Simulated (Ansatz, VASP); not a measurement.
**Two plane-wave programs on Hf**

The input INCAR:

```
SYSTEM = Hf
ALGO     = Fast           ! electronic algorithm
EDIFF    = 1E-6           ! SCF threshold, eV
ENCUT    = 520            ! plane-wave cutoff, eV
GGA      = PE             ! functional
ISIF     = 2              ! what is computed and relaxed
ISMEAR   = -1             ! smearing method
LASPH    = .TRUE.         ! aspherical terms in the spheres
LCHARG   = .FALSE.        ! write CHGCAR
LREAL    = .FALSE.        ! projectors in reciprocal space
LWAVE    = .FALSE.        ! write WAVECAR
NBANDS   = 11             ! bands
NELM     = 60             ! most SCF steps
PREC     = Accurate       ! precision mode
SIGMA    = 0.1            ! smearing width, eV
```

The input KPOINTS:

```
k-points
0
G
  13 13 13
  0 0 0
```

File POSCAR:

```
Hf
1.0
    0.0000000000      2.2495720000      2.2495720000
    2.2495720000      0.0000000000      2.2495720000
    2.2495720000      2.2495720000      0.0000000000
Hf
1
Direct
    0.0000000000      0.0000000000      0.0000000000
```

Input for Ansatz:

```yaml
crystal:
  lattice:
    - [0.0, 2.249572, 2.249572]
    - [2.249572, 0.0, 2.249572]
    - [2.249572, 2.249572, 0.0]
  atoms:
    - { symbol: Hf, position: [0.0, 0.0, 0.0] }
  symmetry: { tolerance: 0.0003 }
kpoints:
  mp_grid: { grid: [13, 13, 13], shift: [0, 0, 0] }
  band_path:
    path:
      - [0.0, 0.0, 0.0]
      - [0.5, 0.0, 0.5]
      - [0.625, 0.25, 0.625]
      - [0.375, 0.375, 0.75]
      - [0.0, 0.0, 0.0]
      - [0.5, 0.5, 0.5]
      - [0.5, 0.25, 0.75]
      - [0.5, 0.0, 0.5]
    npoints: 8
magnetization:
  spin_polarized: false
scf:
  occupations: { method: fermi_dirac }
  lower_state_search: "off"
  max_iter: 200
hamiltonian:
  pseudopotentials: { kind: paw }
  xc: pbe
basis:
  ecutwfc: 420
  fft_grid_basis: typed
output:
  forces: true
  stress: true
  eigenvalues: true
  bader: true
  populations: true
  elf: true
  write_potential: true
  volumetric_format: npy
  dos:
    e_range: [-12, 8]
    de: 0.05
    projected: { site_lists: { Hf: [Hf] } }
checkpoint:
  read: saved_state
```

This isn't the form of Hf at room conditions, which is hcp.

Alike in both runs: task single point; functional PBE; k mesh 13 × 13 × 13; no spin polarisation.

```csv
,VASP,Ansatz
version,VASP 6.6.1,Ansatz 0.2.0
potentials or method,"VASP PAW PBE potentials, release 64 (Hf_pv)",PAW plane waves
plane-wave cutoff (eV),520,420
occupations,"fermi-dirac, width 0.1 eV",fermi-dirac
valence electrons in the cell,10,26
```

|  | VASP | Ansatz | Ansatz less VASP |
| --- | --- | --- | --- |
| pressure (GPa) | -1.2 | -0.8 | +0.46 |

The two sets of potentials don't hold the same shells in valence.

The runs have no spin-orbit coupling, so splittings on Hf are missing.
